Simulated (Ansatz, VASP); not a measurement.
One calculation of Se, two programs

```
CELL_PARAMETERS angstrom
-1.70237 1.70237 1.70237
1.70237 -1.70237 1.70237
1.70237 1.70237 -1.70237
ATOMIC_POSITIONS crystal
Se 0.00000 0.00000 0.00000
```

Alike in both runs: task single point; functional PBE; k mesh 18 × 18 × 18; occupations gaussian, width 0.1 eV; no spin polarisation.

```csv
,VASP,Ansatz
version,VASP 6.6.1,Ansatz 0.2.0
potentials or method,"VASP PAW PBE potentials, release 64 (Se)","scalar-relativistic, plane waves, PAW"
plane-wave cutoff (eV),520,420
valence electrons in the cell,6,16
```

|  | VASP | Ansatz | Ansatz less VASP |
| --- | --- | --- | --- |
| gap on the k mesh at the Fermi level (eV) | none | none | - |
| pressure (GPa) | 2.3 | 2.3 | -0.02 |

A gap of «none» marks a metal or a gap that the smearing closes. The functional is the same, so the differences come from potentials, cutoffs and numerics. The two sets of potentials don't hold the same shells in valence.
